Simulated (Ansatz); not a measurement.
# GaSb: the cost of one run

Computed with Ansatz 0.2.0 (DFT PBE, scalar-relativistic, plane waves, PAW, unless a step's input says otherwise).

### 1 Starting point

Symmetry: F-43m, No. 216, cubic system. The conventional cell has a = 6.137 Å, b = 6.137 Å, c = 6.137 Å, α = 90.00°, β = 90.00°, γ = 90.00°. Around Ga (site symmetry -43m) lie 4 Sb at 2.66 Å. Sb (site symmetry -43m) has 4 Ga at 2.66 Å as nearest neighbours.

Structure file:

```cif
data_structure
_symmetry_space_group_name_H-M 'P 1'
_symmetry_Int_Tables_number 1
_cell_length_a 4.3397
_cell_length_b 4.3397
_cell_length_c 4.3397
_cell_angle_alpha 60.000
_cell_angle_beta 60.000
_cell_angle_gamma 60.000
_cell_volume 57.79
loop_
_atom_site_label
_atom_site_type_symbol
_atom_site_fract_x
_atom_site_fract_y
_atom_site_fract_z
_atom_site_occupancy
Ga1 Ga 0.00000 0.00000 0.00000 1
Sb1 Sb 0.75000 0.75000 0.75000 1
```

This is candidate A: structure listed in a database for this formula (F-43m, No. 216).

(A quick probe on a coarse mesh, which set the mesh and smearing, is not shown.)

### 3 Relaxing cell and atoms (candidate A)

Input file input.yaml:

```yaml
crystal:
  lattice:
    - [0.0, 3.068604316, 3.068604316]
    - [3.068604316, 0.0, 3.068604316]
    - [3.068604316, 3.068604316, 0.0]
  atoms:
    - { symbol: Ga, position: [0.0, 0.0, 0.0] }
    - { symbol: Sb, position: [0.75, 0.75, 0.75] }
basis:
  ecutwfc: 420
kpoints:
  mp_grid: { grid: [16, 16, 16] }
hamiltonian:
  xc: pbe
scf:
  occupations: { method: gaussian, width: 0.1 }
output:
  forces: true
  stress: true
  eigenvalues: true
relax:
  adjacent_minimum: "off"
  f_tol: 0.01
  max_steps: 80
  cell: { stress_tol: 0.05 }
```

On the command line:

```bash
$ ansatz run input.yaml --threads 1 --pin off --max-ram 2560MiB --backend cpu --events-out ev --progress --plain --runs-dir out
```

Q: Estimate wall time and peak memory on 1 thread of Intel Xeon 6975P-C (Granite Rapids), shared host.

About 49 s, with a peak of 0.53 GiB.
